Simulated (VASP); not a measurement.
Wanted: the native input for a VASP 6.6.1 run.

- Task: single point
- Functional: r2SCAN
- Potentials or basis: VASP PAW PBE potentials, release 64 (Be, Se)
- Cutoff: 520 eV
- k mesh: 14 × 14 × 14
- Occupations: fermi-dirac, width 0.05 eV
- Spin: no spin polarisation
- Dipole correction: no
- Further INCAR settings: ALGO = Normal; EDIFF = 1e-06; NBANDS = 11

BeSe:

```
CELL_PARAMETERS angstrom
0.00000 2.58854 2.58854
2.58854 0.00000 2.58854
2.58854 2.58854 0.00000
ATOMIC_POSITIONS crystal
Be 0.00000 0.00000 0.00000
Se 0.25000 0.25000 0.25000
```

The cell comes from a database or a generator and needn't be the stable form of this composition.

The input as run:

POSCAR

```
BeSe
1.0
    0.0000000000      2.5885384557      2.5885384557
    2.5885384557      0.0000000000      2.5885384557
    2.5885384557      2.5885384557      0.0000000000
Be Se
1 1
Direct
    0.0000000000      0.0000000000      0.0000000000
    0.2500000000      0.2500000000      0.2500000000
```

INCAR.step1

```
ALGO = Normal
EDIFF = 1E-4
ENCUT = 520
GGA = PE
ISMEAR = -1
LASPH = T
LCHARG = F
LREAL = F
LWAVE = T
NBANDS = 11
NELM = 60
PREC = Accurate
SIGMA = 0.05
```

INCAR.step2

```
ALGO = Normal
EDIFF = 1E-6
ENCUT = 520
ISIF = 2
ISMEAR = -1
ISTART = 1
LASPH = T
LCHARG = F
LMIXTAU = T
LREAL = F
LWAVE = F
METAGGA = R2SCAN
NBANDS = 11
NELM = 60
PREC = Accurate
SIGMA = 0.05
```

KPOINTS

```
k-points
0
Gamma
  14 14 14
```

Potentials or basis: VASP PAW PBE potentials, release 64 (Be, Se).

Command:

```sh
$ cat potpaw_PBE.64/Be/POTCAR potpaw_PBE.64/Se/POTCAR > POTCAR
$ cp INCAR.step1 INCAR
$ mpirun -np 1 vasp_std > vasp.out
$ cp INCAR.step2 INCAR
$ mpirun -np 1 vasp_std > vasp.out
```

Results of the run:

```yaml
Pressure: -0.4 GPa
Band_gap_on_the_k_mesh: 3.14 eV, indirect (least direct gap 4.97 eV)
```

Caveat: the PAW data sets were made with another functional, which shifts forces and pressure a little.

Wall time 65 s on 1 thread of Intel(R) Xeon(R) 6975P-C (Granite Rapids), on a shared host, peak memory 0.19 GiB.
